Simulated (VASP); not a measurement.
A run of VASP 6.6.1 is set up as follows.

INCAR

```
PREC = Accurate
ENCUT = 520
EDIFF = 1E-6
ISMEAR = 0
SIGMA = 0.1
LREAL = F
LASPH = T
NELM = 80
ALGO = Normal
ISIF = 2
LWAVE = F
LCHARG = F
GGA = PE
NBANDS = 7
```

The input KPOINTS:

```
Automatic mesh
0
Gamma
  26 26 20
```

File POSCAR:

```
Be
1.0
    2.0208071256      0.0000000000      0.0000000000
    0.0000000000      2.0208071256      0.0000000000
    0.0000000000      0.0000000000      2.6616410516
Be
1
Direct
    0.0000000000      0.0000000000      0.5000000000
```

Potentials or basis: VASP PAW PBE potentials, release 64 (Be).

Run with:

```bash
$ cat potpaw_PBE.64/Be/POTCAR > POTCAR
$ mpirun -np 1 vasp_std > vasp.out
```

(1) What does it give for the band gap on the k mesh?

(2) Estimate the pressure.

Results:

(1) none (metal or under the smearing width).

(2) 0.1 GPa.
